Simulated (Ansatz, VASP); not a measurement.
**N: VASP beside Ansatz**

```
CELL_PARAMETERS angstrom
4.16723 0.00000 0.00000
-2.08362 3.60893 0.00000
0.00000 0.00000 7.00600
ATOMIC_POSITIONS crystal
N 0.27099 0.54198 0.36105
N 0.33333 0.66667 0.17107
N 0.66667 0.33333 0.82893
N 0.66667 0.33333 0.67107
```

Alike in both runs: task single point; functional PBEsol; k mesh 6 × 6 × 4; occupations gaussian, width 0.05 eV; no spin polarisation.

|  | VASP | Ansatz |
| --- | --- | --- |
| version | VASP 6.6.1 | Ansatz 0.2.0 |
| potentials or method | VASP PAW PBE potentials, release 64 (N) | scalar-relativistic, plane waves, PAW |
| plane-wave cutoff (eV) | 520 | 420 |
| valence electrons in the cell | 20 | 20 |

|  | VASP | Ansatz | Ansatz less VASP |
| --- | --- | --- | --- |
| gap on the k mesh at the Fermi level (eV) | 4.76 | 4.76 | -0.004 |
| least direct gap on the mesh (eV) | 4.83 | 4.83 | -0.002 |
| pressure (GPa) | -10.4 | -11.4 | -0.97 |
| largest component of the traceless stress (GPa) | 17.59 | 19.73 | +2.139 |
| rms of the force components (eV/Å) | 6.344 | 6.422 | +0.0779 |

Atom by atom the forces differ by 0.710 eV/Å (rms over components).

Caveats: the standard files for N, O and F lose accuracy on very short bonds; the PAW data sets were made with another functional, which shifts forces and pressure a little (VASP). A k mesh can miss the band edges.
